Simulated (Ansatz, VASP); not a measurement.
**Two plane-wave programs on Pb**

```
Pb
1.0
     0.00000    2.47502    2.47502
     2.47502    0.00000    2.47502
     2.47502    2.47502    0.00000
Pb
1
Direct
  0.00000 0.00000 0.00000
```

Alike in both runs: task relaxation of cell and atoms; functional PBE; k mesh 9 × 9 × 9; occupations fermi-dirac, width 0.05 eV; no spin polarisation.

|  | VASP | Ansatz |
| --- | --- | --- |
| version | VASP 6.6.1 | Ansatz 0.2.0 |
| potentials or method | VASP PAW PBE potentials, release 64 (Pb_d) | Ansatz PAW |
| plane-wave cutoff (eV) | 600 | 420 |
| valence electrons in the cell | 14 | 14 |

```csv
,VASP,Ansatz,Ansatz less VASP
"gap on the k mesh at the Fermi level, each at its own relaxed structure (eV)",none,none,-
relaxed volume (Å³/atom),31.85,31.88,+0.028
relaxed cell length with the largest relative difference (Å),3.558,3.559,+0.0010
energy change over the relaxation (meV/atom),-10,-10,-0.1
```

A gap of «none» marks a metal or a gap that the smearing closes.

Caveats: the plane-wave basis is chosen anew once the cell has moved, so the energies of steps on either side of that aren't comparable (Ansatz). Spin-orbit coupling is left out, which matters for the levels of Pb. Zero-point motion and thermal expansion aren't in these numbers.
